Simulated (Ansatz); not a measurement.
**fcc against bcc along the 3d metals**

The calculation used Ansatz 0.2.0, DFT, revPBE, plane waves (420 eV) with PAW, scalar-relativistic. The PAW files were generated under PBE, with cores re-solved for the functional.

Each structure is relaxed within its symmetry, in the lowest magnetic state of the tried starts. Differences under about 8 meV lie within the error of the k-point mesh.

```csv
element,E(fcc) − E(bcc) (meV/atom),V(fcc) (Å³/atom),V(bcc) (Å³/atom),state of fcc,state of bcc
Sc,-48,25.53,25.67,spin not included,spin not included
Ti,-57,17.81,17.72,spin not included,spin not included
V,234,14.16,13.71,spin not included,spin not included
Mn,-143,11.85,11.10,antiferromagnetic,ferromagnetic
Ni,-97,11.12,11.22,ferromagnetic,ferromagnetic
Cu,-35,12.26,12.32,spin not included,spin not included
Zn,-57,15.69,15.89,spin not included,spin not included
```
